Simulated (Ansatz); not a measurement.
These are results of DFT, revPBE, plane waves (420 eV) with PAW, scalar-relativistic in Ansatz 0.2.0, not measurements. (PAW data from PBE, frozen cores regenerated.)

An element in the dhcp structure gives this curve. The cell is scaled uniformly from the relaxed one, with fractional coordinates and shape fixed. Energies are extrapolated to zero smearing, pressures are those at the given smearing. Magnetic state: non-magnetic.

| V (Å³/atom) | E − E₀ (meV/atom) | P (GPa) |
| --- | --- | --- |
| 10.633 | 152.6 | 37.80 |
| 11.117 | 62.8 | 22.54 |
| 11.600 | 14.5 | 10.13 |
| 12.083 | 0.0 | 0.03 |
| 12.567 | 13.0 | -8.18 |
| 13.050 | 48.4 | -14.84 |
| 13.533 | 101.9 | -20.22 |

Question: Which element is it?
A. chromium
B. ruthenium
C. osmium
D. nickel

Answer: A. Its fit is V₀ = 12.08 Å³/atom, B₀ = 227 GPa, B₀′ = 4.1.
